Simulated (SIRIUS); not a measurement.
Rh under changes of volume

One of the cells (13.945 Å³/atom); the others are scaled copies at fixed shape and fractional positions:

```
Rh
1.0
     0.00000    1.91042    1.91042
     1.91042    0.00000    1.91042
     1.91042    1.91042    0.00000
Rh
1
Direct
  0.00000 0.00000 0.00000
```

```yaml
Program: SIRIUS 7.10.0
Functional: PBEsol
Potentials_or_basis: PseudoDojo 0.4.1 PBEsol standard (scalar relativistic)
Cutoff: 1202 eV
Density_cutoff: 4809 eV
k_mesh: 12 × 12 × 12
Occupations: fermi-dirac, width 0.05 eV
Spin: no spin polarisation
```

```tsv
volume (Å³/atom)	energy over the lowest point (meV/atom)	pressure (GPa)
12.851	32.42	16.9
13.125	?	?
13.398	0.00	2.6
13.945	11.07	-8.6
14.218	29.83	-13.3
14.492	56.04	-17.4
```

**Question.** What does the run at 13.125 Å³/atom give?

**Answer.** Energy over the lowest point 10.09 meV/atom; pressure 9.3 GPa.

Worked out: A Birch-Murnaghan fit of order 3 (a polynomial in V^(-2/3)) to the other rows has its minimum at 13.51 Å³/atom with B0 = V·E''(V) = 297 GPa and B' = 5.2. It gives 10.04 meV/atom at 13.125 Å³/atom, against the run's 10.09, and -dE/dV = 9.3 GPa, against 9.3.

Energies are extrapolated to zero smearing.
